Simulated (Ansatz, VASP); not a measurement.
# Two plane-wave programs on InP

Contents of INCAR:

```
SYSTEM = InP
ALGO     = Normal         ! electronic algorithm
EDIFF    = 1E-6           ! SCF threshold, eV
EDIFFG   = -0.01          ! ionic threshold
ENCUT    = 600            ! plane-wave cutoff, eV
GGA      = RP             ! functional
IBRION   = 2              ! ionic algorithm
ISIF     = 3              ! what is computed and relaxed
ISMEAR   = -1             ! smearing method
IVDW     = 12             ! dispersion correction
LASPH    = .True.         ! aspherical terms in the spheres
LCHARG   = .False.        ! write CHGCAR
LREAL    = .False.        ! projectors in reciprocal space
LWAVE    = .False.        ! write WAVECAR
NELM     = 80             ! most SCF steps
NSW      = 60             ! ionic steps
PREC     = Accurate       ! precision mode
SIGMA    = 0.05           ! smearing width, eV
```

Contents of KPOINTS:

```
k-points
0
Gamma
  8 8 8
  0 0 0
```

The input POSCAR:

```
InP
1.0
    0.0000000000      2.9305000000      2.9305000000
    2.9305000000      0.0000000000      2.9305000000
    2.9305000000      2.9305000000      0.0000000000
In P
1 1
Direct
    0.0000000000      0.0000000000      0.0000000000
    0.7500000000      0.7500000000      0.7500000000
```

input.yaml

```yaml
crystal:
  lattice:
    - [0.0, 2.9305, 2.9305]
    - [2.9305, 0.0, 2.9305]
    - [2.9305, 2.9305, 0.0]
  atoms:
    - { symbol: In, position: [0.0, 0.0, 0.0] }
    - { symbol: P, position: [0.75, 0.75, 0.75] }
hamiltonian:
  xc: rpbe
  pseudopotentials: { kind: paw }
  dispersion: d3bj
kpoints:
  mp_grid: { grid: [8, 8, 8] }
scf:
  occupations: { method: fermi_dirac, width: 0.05 }
output:
  forces: true
  stress: true
relax:
  f_tol: 0.01
  max_steps: 40
  cell: { stress_tol: 0.05 }
```

Alike in both runs: task relaxation of cell and atoms; functional RPBE; dispersion D3(BJ); k mesh 8 × 8 × 8; occupations fermi-dirac, width 0.05 eV; no spin polarisation.

|  | VASP | Ansatz |
| --- | --- | --- |
| version | VASP 6.6.1 | Ansatz 0.2.0 |
| potentials or method | VASP PAW PBE potentials, release 64 (In_d, P) | Ansatz PAW |
| plane-wave cutoff (eV) | 600 | 420 |
| valence electrons in the cell | 18 | 18 |

|  | VASP | Ansatz | Ansatz less VASP |
| --- | --- | --- | --- |
| relaxed volume (Å³/atom) | 23.29 | 23.31 | +0.020 |
| relaxed cell length with the largest relative difference (Å) | 4.038 | 4.040 | +0.0011 |
| energy change over the relaxation (meV/atom) | -33 | -32 | +0.7 |

Caveats: the PAW data sets were made with another functional, which shifts forces and pressure a little (VASP); the plane-wave basis is chosen anew once the cell has moved, so the energies of steps on either side of that aren't comparable (Ansatz); the PAW data sets come from PBE, with cores solved anew for the run's functional, which leaves a small shift of forces and pressure (Ansatz). A k mesh can miss the band edges.
